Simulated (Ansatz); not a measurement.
Crystal: As.

```xyz
2
Lattice="1.8808 1.0859 3.5141 -1.8808 1.0859 3.5141 0.0000 -2.1718 3.5141" Properties=species:S:1:pos:R:3 pbc="T T T"
As    0.0000    0.0000    2.3825
As    0.0000    0.0000    8.1597
```

Program: Ansatz 0.2.0. Alike in all runs: task single point; potentials or basis Ansatz PAW; no spin polarisation; cell as given; k mesh 5 × 5 × 5; cutoff (eV) 500; smearing fermi-dirac 0.05 eV.

Task: Order these runs on this cell by their band gap on the k mesh, lowest first.
A. level r2SCAN0 form with a typed share of exact exchange; share of exact exchange 0.5
B. level r2SCAN0 form with a typed share of exact exchange; share of exact exchange 0.35
C. level r2SCAN0; share of exact exchange 0.25
D. level r2SCAN0 form with a typed share of exact exchange; share of exact exchange 0.15

Result: D (0.49 eV), C (0.75 eV), B (1.05 eV), A (1.55 eV).

Caveats: odd divisions of the mesh miss points on the zone boundary, where band edges often lie, so the gap on the mesh can be too wide.

A k mesh can miss the band edges.
